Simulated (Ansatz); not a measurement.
**C7H10: one species, many methods**

An exercise on one series of results from a longer session: the logs are not shown, and one member is left open.

Method: functionals in def2-TZVPP, the program's frozen cores in correlated methods; program: Ansatz 0.2.0, Gaussian basis.

Plan: LDA (SPW92), PBE-D4, revPBE-D4, BLYP-D4, r2SCAN-D4, B97M-V, PBE0-D4, B3LYP-D4, r2SCANh-D4, r2SCAN0-D4, HSE06-D4, BHLYP-D4, CAM-B3LYP-D4, LC-ωPBE, ωB97X-V, ωB97M-V, B2PLYP, PBE-QIDH; CCSD(T)/def2-SVP; CCSD(T)/def2-TZVPP; MP2/def2-QZVPP; extrapolation to the limit; RPA on PBE.

### Structure used throughout

All runs share one geometry, relaxed beforehand with PBE0-D4 in a triple-zeta def2 set.

SMILES `C1=C[C@H]2CC[C@@H]1C2`, 17 atoms, charge 0, spin multiplicity 1.

Atoms are counted from 1 here; the program's logs count them from 0.

Bond lengths: C1–C2 1.333 Å, C1–C6 1.510 Å, C1–H8 1.083 Å, C2–C3 1.510 Å, C2–H9 1.083 Å, C3–C4 1.554 Å, C3–C7 1.534 Å, C3–H10 1.089 Å, C4–C5 1.547 Å, C4–H11 1.093 Å, C4–H12 1.091 Å, C5–C6 1.554 Å, C5–H13 1.093 Å, C5–H14 1.091 Å, C6–C7 1.534 Å, C6–H15 1.089 Å, C7–H16 1.091 Å, C7–H17 1.094 Å. Angles: C2–C1–C6 107.5°, C2–C1–H8 127.1°, C6–C1–H8 124.9°, C1–C2–C3 107.5°, C1–C2–H9 127.1°, C3–C2–H9 124.9°, C2–C3–C4 105.8°, C2–C3–C7 100.3°, C2–C3–H10 116.4°, C4–C3–C7 100.4°, C4–C3–H10 114.5°, C7–C3–H10 117.3°, C3–C4–C5 102.9°, C3–C4–H11 110.3°, C3–C4–H12 111.8°, C5–C4–H11 111.2°, C5–C4–H12 113.0°, H11–C4–H12 107.7° and more.

Set-up of the first run:

File in.yaml:

```yaml
crystal:
  periodic: [false, false, false]
  atoms:
    - {symbol: C, position_ang: [-1.210940, -0.676765, 0.829744]}
    - {symbol: C, position_ang: [-0.003593, -1.153978, 1.131306]}
    - {symbol: C, position_ang: [1.016910, -0.192871, 0.569938]}
    - {symbol: C, position_ang: [0.952823, -0.363113, -0.973472]}
    - {symbol: C, position_ang: [-0.448264, 0.190894, -1.323439]}
    - {symbol: C, position_ang: [-1.011593, 0.609037, 0.063313]}
    - {symbol: C, position_ang: [0.264431, 1.133498, 0.732990]}
    - {symbol: H, position_ang: [-2.164319, -1.168251, 0.978961]}
    - {symbol: H, position_ang: [0.227719, -2.113699, 1.576432]}
    - {symbol: H, position_ang: [2.020622, -0.253263, 0.989149]}
    - {symbol: H, position_ang: [1.740830, 0.222804, -1.453111]}
    - {symbol: H, position_ang: [1.085729, -1.403827, -1.272206]}
    - {symbol: H, position_ang: [-0.376539, 1.060164, -1.981874]}
    - {symbol: H, position_ang: [-1.086274, -0.544916, -1.814882]}
    - {symbol: H, position_ang: [-1.866113, 1.283280, 0.018438]}
    - {symbol: H, position_ang: [0.111791, 1.407944, 1.778225]}
    - {symbol: H, position_ang: [0.727780, 1.962863, 0.190588]}
basis:
  gaussian: {orbitals: def2-TZVPP}
hamiltonian: {xc: lda}
output: {orbitals: {seedname: orbitals}}
```

Command:

```console
$ ansatz run in.yaml --threads 2 --pin off --events-out ev --progress --plain --max-ram 22528MiB --backend cuda --devices 0, --max-vram 18GiB
```

Steps of the session up to this table: LDA; PBE-D4 (GGA); revPBE-D4 (GGA); BLYP-D4 (GGA); r2SCAN-D4 (meta-GGA); B97M-V (meta-GGA); B3LYP-D4 (hybrid); r2SCANh-D4 (hybrid); r2SCAN0-D4 (hybrid); HSE06-D4 (hybrid); BHLYP-D4 (hybrid); CAM-B3LYP-D4 (range-separated); LC-ωPBE (range-separated); ωB97X-V (range-separated); ωB97M-V (range-separated); B2PLYP (double hybrid); PBE-QIDH (double hybrid).

One table of the session follows, with a row left open; its other results are not shown here.

It belongs to the step «Frontier levels by functional». 

| functional | HOMO (eV) | LUMO (eV) | gap (eV) |
| --- | --- | --- | --- |
| LDA (SPW92) | -5.89 | -0.83 | 5.07 |
| PBE-D4 | -5.72 | -0.59 | 5.12 |
| revPBE-D4 | -5.65 | -0.49 | 5.15 |
| BLYP-D4 | -5.56 | -0.46 | 5.09 |
| r2SCAN-D4 | -5.88 | -0.35 | 5.53 |
| B97M-V | ? | ? | ? |
| PBE0-D4 | -6.81 | 0.43 | 7.23 |
| B3LYP-D4 | -6.60 | 0.18 | 6.78 |
| r2SCANh-D4 | -6.30 | 0.02 | 6.32 |
| r2SCAN0-D4 | -6.93 | 0.56 | 7.49 |
| HSE06-D4 | -6.41 | 0.04 | 6.45 |
| BHLYP-D4 | -7.75 | 1.49 | 9.25 |
| CAM-B3LYP-D4 | -8.13 | 1.54 | 9.67 |
| LC-ωPBE | -9.51 | 2.74 | 12.25 |
| ωB97X-V | -9.14 | 2.62 | 11.75 |
| ωB97M-V | -9.06 | 2.44 | 11.49 |

Estimate the missing values for B97M-V.

The run gave: HOMO (eV): -5.93; LUMO (eV): -0.34; gap (eV): 5.60. In the column «HOMO (eV)» it lies between r2SCANh-D4 (-6.30) and LDA (SPW92) (-5.89).
